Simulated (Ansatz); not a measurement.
# Ca7F16 (Fluorite): the cost of one run

Method: DFT, PBE, plane-wave PAW, default files, scalar-relativistic, as far as a step names no other, in Ansatz 0.2.0.

### 1 The system as given

It takes space group Fm-3m (No. 225, cubic). The conventional cell has a = 10.924 Å, b = 10.924 Å, c = 10.924 Å, α = 90.00°, β = 90.00°, γ = 90.00°. Ca (site symmetry mmm) is surrounded by 8 F at 2.37 Å. Around Ca (site symmetry m-3m) lie 8 F at 2.37 Å. F (site symmetry 3m) is surrounded by 3 Ca at 2.37 Å. F (site symmetry 3m) has 4 Ca at 2.37 Å as nearest neighbours.

As a file:

```xyz
23
Lattice="0.0000 5.4620 5.4620 5.4620 0.0000 5.4620 5.4620 5.4620 0.0000" Properties=species:S:1:pos:R:3 pbc="T T T"
Ca    2.7310    2.7310    0.0000
Ca    2.7310    0.0000    2.7310
Ca    5.4620    2.7310    2.7310
Ca    0.0000    2.7310    2.7310
Ca    2.7310    5.4620    2.7310
Ca    2.7310    2.7310    5.4620
Ca    5.4620    5.4620    5.4620
F     1.3655    1.3655    1.3655
F     4.0965    4.0965    1.3655
F     4.0965    1.3655    4.0965
F     6.8275    4.0965    4.0965
F     1.3655    4.0965    4.0965
F     4.0965    6.8275    4.0965
F     4.0965    4.0965    6.8275
F     6.8275    6.8275    6.8275
F     4.0965    4.0965    4.0965
F     6.8275    6.8275    4.0965
F     6.8275    4.0965    6.8275
F     9.5585    6.8275    6.8275
F     4.0965    6.8275    6.8275
F     6.8275    9.5585    6.8275
F     6.8275    6.8275    9.5585
F     9.5585    9.5585    9.5585
```

The vacant site is at (0.000, 0.000, 0.000) in fractional coordinates of the input's cell.

### 2 First run, atoms as given

File input.yaml:

```yaml
crystal:
  lattice:
    - [0.0, 5.462, 5.462]
    - [5.462, 0.0, 5.462]
    - [5.462, 5.462, 0.0]
  atoms:
    - { symbol: Ca, position: [0.0, 0.0, 0.5] }
    - { symbol: Ca, position: [0.0, 0.5, 0.0] }
    - { symbol: Ca, position: [0.0, 0.5, 0.5] }
    - { symbol: Ca, position: [0.5, 0.0, 0.0] }
    - { symbol: Ca, position: [0.5, 0.0, 0.5] }
    - { symbol: Ca, position: [0.5, 0.5, 0.0] }
    - { symbol: Ca, position: [0.5, 0.5, 0.5] }
    - { symbol: F, position: [0.125, 0.125, 0.125], spin: 0.5 }
    - { symbol: F, position: [0.125, 0.125, 0.625], spin: 0.5 }
    - { symbol: F, position: [0.125, 0.625, 0.125], spin: 0.5 }
    - { symbol: F, position: [0.125, 0.625, 0.625] }
    - { symbol: F, position: [0.625, 0.125, 0.125], spin: 0.5 }
    - { symbol: F, position: [0.625, 0.125, 0.625] }
    - { symbol: F, position: [0.625, 0.625, 0.125] }
    - { symbol: F, position: [0.625, 0.625, 0.625] }
    - { symbol: F, position: [0.375, 0.375, 0.375] }
    - { symbol: F, position: [0.375, 0.375, 0.875] }
    - { symbol: F, position: [0.375, 0.875, 0.375] }
    - { symbol: F, position: [0.375, 0.875, 0.875], spin: 0.5 }
    - { symbol: F, position: [0.875, 0.375, 0.375] }
    - { symbol: F, position: [0.875, 0.375, 0.875], spin: 0.5 }
    - { symbol: F, position: [0.875, 0.875, 0.375], spin: 0.5 }
    - { symbol: F, position: [0.875, 0.875, 0.875], spin: 0.5 }
magnetization:
  spin_polarized: true
kpoints:
  mp_grid: { grid: [3, 3, 3] }
scf:
  occupations: { method: fermi_dirac, width: 0.01 }
hamiltonian:
  xc: pbe
  pseudopotentials: { kind: paw }
output:
  forces: true
  stress: true
  populations: true
  efg: { quadrupole_moments_barn: { Ca: -0.0408 }, contact_densities: true }
```

Command:

```sh
> ansatz run input.yaml --threads 1 --pin off --max-ram 3072MiB --backend cpu --events-out ev --progress --plain --runs-dir out
```

**Question.** How long does this run take on 1 thread of Intel Xeon 6975P-C (Granite Rapids), shared host, and how much memory does it need?

About 24 s, with a peak of 0.87 GiB.
